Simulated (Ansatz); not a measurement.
CaO in the h-MgO-type structure, relaxed with r2SCAN: 9 runs in the plane-wave code Ansatz, each a construction of maximally localised Wannier functions. It is hexagonal, P6_3/mmc (No. 194); a = 3.981 Å, c = 4.770 Å in the conventional setting, 16.37 Å³ an atom. Ca has 5 O at 2.30–2.39 Å; O has 5 Ca at 2.30–2.39 Å. (Calculated; spin-unpolarised; the phase may be known or hypothetical.)

```
CELL_PARAMETERS angstrom
3.98103 0.00000 0.00000
-1.99051 3.44767 0.00000
0.00000 0.00000 4.77012
ATOMIC_POSITIONS crystal
Ca 0.33333 0.66667 0.25000
Ca 0.66667 0.33333 0.75000
O 0.66667 0.33333 0.25000
O 0.33333 0.66667 0.75000
```

Windows count from the top of the filled bands; a dash means that no such window was set (without an outer window there is no disentanglement). Rows marked drawn have settings drawn at random (some not listed).

```json
{"functional": "PBE", "SCF mesh": "6×6×4", "trial orbitals": "O s, O p", "functions": "8", "mesh": "6×6×4", "window (eV)": "–", "frozen (eV)": "–", "settings": "chosen", "Ω total (Å²)": "8.55", "Ω invariant (Å²)": "7.57", "largest spread (Å²)": "1.08", "least projectability": "0.89", "interpolation miss of the model's filled bands (eV, to the nearest computed level)": "0.013"}
{"functional": "PBE", "SCF mesh": "6×6×4", "trial orbitals": "O s, O p", "functions": "8", "mesh": "6×6×2", "window (eV)": "–", "frozen (eV)": "–", "settings": "chosen", "Ω total (Å²)": "8.17", "Ω invariant (Å²)": "7.23", "largest spread (Å²)": "1.04", "least projectability": "0.89", "interpolation miss of the model's filled bands (eV, to the nearest computed level)": "0.127"}
{"functional": "PBE", "SCF mesh": "6×6×4", "trial orbitals": "O s, O p", "functions": "8", "mesh": "6×6×6", "window (eV)": "–", "frozen (eV)": "–", "settings": "chosen", "Ω total (Å²)": "8.63", "Ω invariant (Å²)": "7.64", "largest spread (Å²)": "1.08", "least projectability": "0.89", "interpolation miss of the model's filled bands (eV, to the nearest computed level)": "0.002"}
{"functional": "r2SCAN", "SCF mesh": "6×6×4", "trial orbitals": "O p", "functions": "6", "mesh": "6×6×4", "window (eV)": "–", "frozen (eV)": "–", "settings": "chosen", "Ω total (Å²)": "6.87", "Ω invariant (Å²)": "6.83", "largest spread (Å²)": "1.16", "least projectability": "0.90", "interpolation miss of the model's filled bands (eV, to the nearest computed level)": "0.011"}
{"functional": "HSE06", "SCF mesh": "6×6×4", "trial orbitals": "O s, O p", "functions": "8", "mesh": "6×6×4", "window (eV)": "–", "frozen (eV)": "–", "settings": "chosen", "Ω total (Å²)": "8.52", "Ω invariant (Å²)": "7.55", "largest spread (Å²)": "1.07", "least projectability": "0.85", "interpolation miss of the model's filled bands (eV, to the nearest computed level)": "–"}
{"functional": "HSE06", "SCF mesh": "6×6×4", "trial orbitals": "O p", "functions": "6", "mesh": "6×6×4", "window (eV)": "–", "frozen (eV)": "–", "settings": "chosen", "Ω total (Å²)": "6.70", "Ω invariant (Å²)": "6.67", "largest spread (Å²)": "1.13", "least projectability": "0.91", "interpolation miss of the model's filled bands (eV, to the nearest computed level)": "–"}
```

Question: Estimate from these rows what the further settings give.
```
functional  SCF mesh  trial orbitals  functions   mesh  window (eV)  frozen (eV)  settings
    r2SCAN     6×6×4        O s, O p          8  6×6×4            –            –    chosen
       PBE     6×6×4        O s, O p          8  5×5×5            –            –     drawn
       PBE     6×6×4             O p          6  6×6×4            –            –    chosen
```

Answer:
```
functional  SCF mesh  trial orbitals  functions   mesh  window (eV)  frozen (eV)  settings  Ω total (Å²)  Ω invariant (Å²)  largest spread (Å²)  least projectability  interpolation miss of the model's filled bands (eV, to the nearest computed level)
    r2SCAN     6×6×4        O s, O p          8  6×6×4            –            –    chosen          8.62              7.66                 1.09                  0.86                                                                               0.011
       PBE     6×6×4        O s, O p          8  5×5×5            –            –     drawn          8.51              7.53                 1.07                  0.89                                                                               0.010
       PBE     6×6×4             O p          6  6×6×4            –            –    chosen          7.08              7.04                 1.20                  0.89                                                                               0.013
```

For O s, O p with PBE the spread goes 8.17 Å² (6×6×2), 8.55 Å² (6×6×4), 8.63 Å² (6×6×6): finite differences on a coarse mesh understate it.
